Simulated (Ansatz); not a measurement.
## CuCl2 in Ansatz: the effect of functional

The system is CuCl2.

```
Cu Cl
1.0
     4.55059    0.00000    0.00000
     0.00000    4.55059    0.00000
     0.00000    0.00000    4.34631
Cu Cl
1 2
Direct
  0.00000 0.00000 0.00000
  0.00000 0.50000 0.00000
  0.50000 0.00000 0.00000
```

Measurements of this composition are mostly on another form, of space group No. 12.

The cell isn't the ideal one: volume scaled by 1.02.

Alike in all runs:

```yaml
Program: Ansatz 0.2.0
Task: single point
Potentials_or_basis: Ansatz PAW
k_mesh: 6 × 6 × 6
Occupations: fermi-dirac, width 0.05 eV
Spin: no spin polarisation
```

```csv
functional,cutoff,pressure (GPa)
LDA,420 eV (not typed: the program's choice for these potentials),?
PBEsol,420 eV (not typed: the program's choice for these potentials),-2.2
r2SCAN,500 eV (not typed: the program's choice for these potentials),-1.5
```

**Question.** What does the run with functional LDA give?

**Answer.** Pressure -3.9 GPa.

Caveats: an odd number of electrons without spin polarisation forces a metal; a magnetic or distorted state may lie lower; the run has no spin polarisation, though such a crystal can be magnetic; the PAW data sets come from PBE, with cores solved anew for the run's functional, which leaves a small shift of forces and pressure; this functional lacks dispersion, which binds the layers, so the pressure and a relaxed spacing across them are unreliable (some runs).
